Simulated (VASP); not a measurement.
# Rb (Fm-3m) in VASP: a series of runs, part 2 of 2

VASP 6.6.1. Earlier steps stand in the parts before.

### Step 5. Single point, r2SCAN

The input, INCAR:

```
SYSTEM = Rb
PREC = Accurate
ENCUT = 250
EDIFF = 1E-6
ISMEAR = 1
SIGMA = 0.2
LREAL = .FALSE.
LASPH = .TRUE.
NELM = 100
ALGO = Normal
ISIF = 2
LWAVE = .FALSE.
LCHARG = .FALSE.
METAGGA = R2SCAN
LMIXTAU = .TRUE.
ADDGRID = .FALSE.
```

The input, KPOINTS:

```
regular mesh
0
G
  3 3 3
  0 0 0
```

The input, POSCAR:

```
Rb
1.0
    0.0790870000      3.6559800000      3.6130310000
    3.6559400000      0.0406780000      3.6514400000
    3.6810400000      3.7194890000      0.0155780000
Rb
1
Direct
   -0.0191540000      0.0033960000      0.0084760000
```

Potentials or basis: VASP PAW PBE potentials, release 64 (Rb_sv).

On the command line:

```
> cat potpaw_PBE.64/Rb_sv/POTCAR > POTCAR
> mpirun -np 1 vasp_std > vasp.out
```

OUTCAR:

```text
SYSTEM = Rb
   PREC = Accurate
   ENCUT = 250
   EDIFF = 1E-6
   ISMEAR = 1
   LREAL = .FALSE.
   LASPH = .TRUE.
   NELM = 100
   ISIF = 2
   METAGGA = R2SCAN

 Found     14 irreducible k-points:

 Following reciprocal coordinates:
            Coordinates               Weight
  0.000000  0.000000  0.000000      1.000000
  0.333333 -0.000000  0.000000      2.000000
  0.000000  0.333333  0.000000      2.000000
  0.333333  0.333333  0.000000      2.000000
 -0.333333  0.333333  0.000000      2.000000
  0.000000  0.000000  0.333333      2.000000
   k-points           NKPTS =     14   k-points in BZ     NKDIM =     14   number of bands    NBANDS=      8
   number of dos      NEDOS =    301   number of ions     NIONS =      1
   total plane-waves  NPLWV =  21952
   dimension x,y,z NGX =    28 NGY =   28 NGZ =   28
   dimension x,y,z NGXF=    56 NGYF=   56 NGZF=   56
   ions per type =               1
   NGX,Y,Z   is equivalent  to a cutoff of   9.06,  9.01,  8.90 a.u.
   NGXF,Y,Z  is equivalent  to a cutoff of  18.11, 18.02, 17.79 a.u.
 SYSTEM =  Rb
   PREC   = accura    normal or accurate (medium, high low for compatibility)
   ISTART =      0    job   : 0-new  1-cont  2-samecut
   ICHARG =      2    charge: 1-file 2-atom 10-const
   ISPIN  =      1    spin polarized calculation?
   LNONCOLLINEAR =      F non collinear calculations
   LSORBIT =      F    spin-orbit coupling
   LASPH  =      T    aspherical Exc in radial PAW
   ENCUT  =  250.0 eV  18.37 Ry    4.29 a.u.   6.63  6.66  6.75*2*pi/ulx,y,z
   NELM   =    100;   NELMIN=  2; NELMDL= -5     # of ELM steps
   EDIFF  = 0.1E-05   stopping-criterion for ELM
   LREAL  =      F    real-space projection
   EDIFFG = 0.1E-04   stopping-criterion for IOM
   NSW    =      0    number of steps for IOM
   IBRION =     -1    ionic relax: 0-MD 1-quasi-New 2-CG
   NFREE  =      0    steps in history (QN), initial steepest desc. (CG)
   ISIF   =      2    stress and relaxation
   ISYM   =      2    0-nonsym 1-usesym 2-fastsym
   POTIM  = 0.5000    time-step for ionic-motion
   TEBEG  =    0.0;   TEEND  =   0.0 temperature during run
   PSTRESS=    0.0 pullay stress
   NELECT =       9.0000    total number of electrons
   NUPDOWN=      -1.0000    fix difference up-down
   EMIN   =  10.00;   EMAX   =-10.00  energy-range for DOS
   EFERMI =   0.00;   METHOD = LEGACY
   ISMEAR =     1;   SIGMA  =   0.20  broadening in eV -4-tet -1-fermi 0-gaus
   EFERMI_NEDOS =   21; number of points for ismear=-14 and -15
   IALGO  =     38    algorithm
   IMIX   =      4    mixing-type and parameters
     AMIX     =   0.40;   BMIX     =  1.00
     AMIX_MAG =   1.60;   BMIX_MAG =  1.00
  volume/ion in A,a.u.               =      96.45       650.86
  Fermi-wavevector in a.u.,A,eV,Ry     =   0.742548  1.403213  7.501953  0.551378
  Thomas-Fermi vector in A             =   1.837453
   LORBIT       =      0    0 simple, 1 ext, 2 COOP (PROOUT), +10 PAW based schemes
   METAGGA = R2SCAN    functional components
   LHFCALC =     F    Hartree Fock is set to
   AEXX    =    0.0000 exact exchange contribution
   IVDW    =     0    specifies the selected vdW correction
   LEPSILON=     F    determine dielectric tensor
   LRPA    =     F    only Hartree local field effects (RPA)
 non-spin polarized calculation
 Methfessel and Paxton  Order N= 1 SIGMA  =   0.20
  energy-cutoff  :      250.00
  volume of cell :       96.45
 maximum number of plane-waves:       883
 NGX is ok and might be reduce to    28
   NGX = 13   NGY = 13   NGZ = 13

 number of electron       9.0000000 magnetization

 Free energy of the ion-electron system (eV)
  ---------------------------------------------------
  ext. energy  EPLUGINS =         0.00000000
  ---------------------------------------------------
  free energy    TOTEN  =       -13.99047056 eV

  energy without entropy =      -13.98296952  energy(sigma->0) =      -13.98797022

 E-fermi :  -0.4973     XC(G=0):  -5.5958

 val. band max:       -0.5463334855   @ k =   0.3333   0.3333   0.0000
 cond. band min:       0.6095741410   @ k =  -0.3333  -0.3333   0.3333
 fundamental gap:      1.1559076265
 Fermi energy:        -0.4973431795

 k-point     1 :       0.0000    0.0000    0.0000
  band No.  band energies     occupation
      1     -30.1616      2.00000
      2     -13.6583      2.00000
      3     -13.6581      2.00000
      4     -13.6580      2.00000
      5      -2.0918      2.00000
      6       3.7834      0.00000
      7       3.8875      0.00000
      8       4.0371      0.00000

 k-point     2 :       0.3333   -0.0000    0.0000
  band No.  band energies     occupation
      1     -30.1588      2.00000
      2     -13.7225      2.00000
      3     -13.6681      2.00000
      4     -13.6668      2.00000
      5      -0.8769      2.02194
      6       1.8293     -0.00000
      7       3.7046      0.00000
      8       3.8313      0.00000

 k-point     3 :       0.0000    0.3333    0.0000
  band No.  band energies     occupation
      1     -30.1590      2.00000
      2     -13.7196      2.00000
      3     -13.6668      2.00000
      4     -13.6658      2.00000
      5      -0.9096      2.01305
      6       1.7522     -0.00000
      7       3.6892      0.00000
      8       3.9398      0.00000

 k-point     4 :       0.3333    0.3333    0.0000
  band No.  band energies     occupation
      1     -30.1582      2.00000
      2     -13.7160      2.00000
      3     -13.6816      2.00000
      4     -13.6789      2.00000
      5      -0.5463      1.40112
      6       2.2484     -0.00000
      7       2.5257     -0.00000
      8       4.1222      0.00000

 k-point     5 :      -0.3333    0.3333    0.0000
  band No.  band energies     occupation
      1     -30.1573      2.00000
      2     -13.7162      2.00000
      3     -13.7105      2.00000
      4     -13.6783      2.00000
      5       0.7420     -0.00000
      6       1.5320     -0.00000
      7       1.5865     -0.00000
      8       3.9391      0.00000

 k-point     6 :       0.0000    0.0000    0.3333
  band No.  band energies     occupation
      1     -30.1592      2.00000
      2     -13.7180      2.00000
      3     -13.6668      2.00000
      4     -13.6645      2.00000
      5      -0.9300      2.00911
      6       1.7037     -0.00000
      7       3.7721      0.00000
      8       3.9095      0.00000

 [... further k-points ...]

------------------------ aborting loop because EDIFF is reached ----------------------------------------

  FORCE on cell =-STRESS in cart. coord.  units (eV):
  Direction    XX          YY          ZZ          XY          YZ          ZX
  --------------------------------------------------------------------------------------
  -------------------------------------------------------------------------------------
  Total       -0.1066281     -0.0823802     -0.1105034     -0.0552954      0.0115360     -0.0289384
  in kB       -1.7712894     -1.3684867     -1.8356649     -0.9185580      0.1916344     -0.4807207
  external PRESSURE =      -1.6584803 kB  Pullay stress =       0.0000000 kB

 VOLUME and BASIS-vectors are now :
 -----------------------------------------------------------------------------
  energy-cutoff  :      250.00
  volume of cell :       96.45
      direct lattice vectors                 reciprocal lattice vectors
     0.079087000  3.655980000  3.613031000    -0.140810279  0.138770703  0.139437870
     3.655940000  0.040678000  3.651440000     0.138745112 -0.137882505  0.136484505
     3.681040000  3.719489000  0.015578000     0.136888613  0.133960839 -0.138549672

 POSITION                                       TOTAL-FORCE (eV/Angst)
 -----------------------------------------------------------------------------------
      0.12119      3.61762      3.55636         0.000000      0.000000     -0.000000
 -----------------------------------------------------------------------------------
    total drift:                               -0.000001     -0.000000     -0.000001

  FREE ENERGIE OF THE ION-ELECTRON SYSTEM (eV)
  ---------------------------------------------------
  free  energy   TOTEN  =       -13.9904705608 eV

  energy  without entropy=      -13.9829695245  energy(sigma->0) =      -13.98797022
```

OSZICAR:

```text
N       E                     dE             d eps       ncg     rms          rms(c)
DAV:   1     0.123917687875E+02    0.12392E+02   -0.25258E+03   232   0.490E+02
DAV:   2    -0.156715720874E+02   -0.28063E+02   -0.27886E+02   232   0.119E+02
DAV:   3    -0.170592106453E+02   -0.13876E+01   -0.13842E+01   376   0.276E+01
[... 27 lines left out ...]
DAV:  31    -0.139904644274E+02    0.32156E-04   -0.30215E-05   264   0.323E-02    0.793E-03
DAV:  32    -0.139904654500E+02   -0.10227E-05   -0.96080E-07   328   0.852E-03    0.856E-03
DAV:  33    -0.139904739407E+02   -0.84907E-05   -0.35329E-06   248   0.119E-02    0.728E-03
DAV:  34    -0.139904708585E+02    0.30823E-05   -0.29500E-07   320   0.441E-03    0.719E-03
DAV:  35    -0.139904705608E+02    0.29768E-06   -0.58523E-08   176   0.251E-03
   1 F= -.13990471E+02 E0= -.13987970E+02  d E =-.750104E-02
```

stdout:

```text
POSCAR found type information on POSCAR Rb
 POSCAR found :  1 types and       1 ions
 scaLAPACK will be used
 -----------------------------------------------------------------------------
|                                                                             |
|                                                                             |
|     You enforced a specific xc type in the INCAR file but a different       |
|     I HOPE YOU KNOW WHAT YOU ARE DOING!                                     |
|                                                                             |
 -----------------------------------------------------------------------------

 LDA part: xc-table for (None), standard interpolation
 POSCAR, INCAR and KPOINTS ok, starting setup
 FFT: planning ... GRIDC
 FFT: planning ... GRID_SOFT
 FFT: planning ... GRID
 WAVECAR not read
 entering main loop
```

Run time: 27 s. Hardware: 1 thread of Intel Xeon 6975P-C (Granite Rapids), shared host; peak memory 0.15 GiB.

These settings aren't checked as converged: the numbers below hold their error.

Results:

* Free energy: -13.9905 eV
* Band gap on the k mesh: none (metal or under the smearing width)

Caveat: the k mesh is coarse (spacing up to 0.51 Å⁻¹), so the values aren't converged; the cutoff is under 1.25 times the usual one of these potentials, so pressure, stress and relaxed cells hold a basis-set (Pulay) error; the PAW data sets were made with another functional, which shifts forces and pressure a little.

### Step 6. Single point, r2SCAN

INCAR, as its differences from that of step 5:

```diff
@@ -2,3 +2,3 @@
 PREC = Accurate
-ENCUT = 250
+ENCUT = 300
 EDIFF = 1E-6
```

KPOINTS is that of step 5.

The input, POSCAR:

```
Rb
1.0
    0.0000000000      3.6398846700      3.6398846700
    3.6398846700      0.0000000000      3.6398846700
    3.6398846700      3.6398846700      0.0000000000
Rb
1
Direct
    0.0000000000      0.0000000000      0.0000000000
```

Potentials or basis: VASP PAW PBE potentials, release 64 (Rb_sv).

On the command line:

```
> cat potpaw_PBE.64/Rb_sv/POTCAR > POTCAR
> mpirun -np 1 vasp_std > vasp.out
```

It took 24 s on 1 thread of Intel Xeon 6975P-C (Granite Rapids), shared host; peak memory 0.16 GiB.

The run converged, but some of its settings lie outside the range that counts as converged, so its numbers aren't taken as properties of the crystal.

Results:

```yaml
Free_energy: -13.9886 eV
Pressure: -0.1 GPa
Band_gap_on_the_k_mesh: none (metal or under the smearing width)
```

Caveat: the k mesh is coarse (spacing up to 0.50 Å⁻¹), so the values aren't converged; the PAW data sets were made with another functional, which shifts forces and pressure a little.

### Step 7. For comparison

An earlier run on the cell as given: functional PBE; potentials or basis VASP PAW PBE potentials, release 64 (Rb_sv); cutoff 520 eV; k mesh 6 × 6 × 6; occupations fermi-dirac, width 0.05 eV; no spin polarisation.

- Pressure: -0.1 GPa
- Band gap on the k mesh: none (metal or under the smearing width)
